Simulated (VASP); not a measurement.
Here is a VASP 6.6.1 calculation.

Contents of INCAR:

```
SYSTEM = H2C19
PREC     = Accurate       ! precision mode
ENCUT    = 520            ! plane-wave cutoff, eV
EDIFF    = 1E-7           ! SCF threshold, eV
ISMEAR   = -1             ! smearing method
SIGMA    = 0.02           ! smearing width, eV
LREAL    = Auto         
LASPH    = .TRUE.         ! aspherical terms in the spheres
NELM     = 100            ! most SCF steps
ALGO     = Fast           ! electronic algorithm
ISIF     = 2              ! what is computed and relaxed
LWAVE    = .FALSE.        ! write WAVECAR
LCHARG   = .FALSE.        ! write CHGCAR
GGA      = PE             ! functional
NBANDS   = 55             ! bands
```

The input KPOINTS:

```
regular mesh
0
G
  2 2 1
  0 0 0
```

Contents of POSCAR:

```
H2C19
1.0
    7.3980000000      0.0000000000      0.0000000000
   -3.6990000000      6.4068560000      0.0000000000
    0.0000000000      0.0000000000     12.0000000000
C H
19 2
Direct
   -0.0189836004     -0.0038585228      0.0744588333
    0.2030971219      0.1077038410      0.0750209167
   -0.0171270895      0.3299829121      0.0767620833
    0.2000781478      0.4361800858      0.0830606667
   -0.0191267646      0.6624520670      0.0773229167
    0.1998313200      0.7751368222      0.0843620833
    0.3145328849     -0.0027074122      0.0781419167
    0.5358389051      0.1076548310      0.0780580833
    0.3141001129      0.3288717586      0.0776570833
    0.5364186152      0.4400337701      0.0773099167
    0.3144280020      0.6632282667      0.1114960833
    0.5417187085      0.7764633699      0.0849817500
    0.6498589801     -0.0037083712      0.0776523333
    0.8697817596      0.1065051251      0.0735477500
    0.6475902371      0.3294537914      0.0764580833
    0.8696996567      0.4410843634      0.0770770000
    0.6496410796      0.6636365793      0.0779444167
    0.8692816102      0.7744542721      0.0746758333
    0.3263023924      0.6869811027      0.2376520833
    0.2599572336      0.5502805120      0.2913995833
    0.4009441927      0.8433893317      0.2724600833
```

Potentials or basis: VASP PAW PBE potentials, release 64 (C, H).

Command:

```sh
$ cat potpaw_PBE.64/C/POTCAR potpaw_PBE.64/H/POTCAR > POTCAR
$ mpirun -np 1 vasp_std > vasp.out
```

(1) Estimate the band gap on the k mesh.

(2) Estimate the largest force.

Results:

(1) 0.04 eV, direct.

(2) 0.025 eV/Å.

Caveat: the k mesh is coarse (spacing up to 0.49 Å⁻¹), so the values aren't converged.
